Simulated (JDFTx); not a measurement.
# LiCl under changes of volume

One of the cells (16.871 Å³/atom); the others are scaled copies at fixed shape and fractional positions:

```
Cl Li
1.0
     0.00000    2.56477    2.56477
     2.56477    0.00000    2.56477
     2.56477    2.56477    0.00000
Cl Li
1 1
Direct
  0.50000 0.50000 0.50000
  0.00000 0.00000 0.00000
```

| Quantity | Value |
| --- | --- |
| Program | JDFTx 1.7.0 (patched build) |
| Functional | PBE |
| Potentials or basis | PseudoDojo-SR-PBE-0.5-standard |
| Cutoff | 1007 eV |
| Density cutoff | 4027 eV |
| k mesh | 9 × 9 × 9 |
| Occupations | fermi-dirac, width 0.05 eV |
| Spin | no spin polarisation |

```csv
volume (Å³/atom),energy over the lowest point (meV/atom),pressure (GPa),gap on the mesh (eV)
15.859,9.69,2.7,6.70
16.196,4.83,1.9,6.57
16.534,?,?,?
16.871,0.15,0.4,6.33
17.209,0.00,-0.3,6.22
17.546,1.12,-0.8,6.11
17.883,3.38,-1.3,6.01
```

Question: What does the run at 16.534 Å³/atom give?

Answer: Energy over the lowest point 1.70 meV/atom; pressure 1.1 GPa; gap on the mesh 6.45 eV.

Worked out: A Birch-Murnaghan fit of order 3 (a polynomial in V^(-2/3)) to the other rows has its minimum at 17.08 Å³/atom with B0 = V·E''(V) = 32 GPa and B' = 4.3. It gives 1.70 meV/atom at 16.534 Å³/atom, against the run's 1.70, and -dE/dV = 1.1 GPa, against 1.1. A straight line through the other rows of the gap, of slope -5.75 eV per unit of ln V (its deformation potential), gives 6.45 eV, against the run's 6.45.

Energies are extrapolated to zero smearing.

Caveats: the empty levels aren't tightly converged; an odd mesh through Γ misses points on the zone boundary, where band edges often lie.
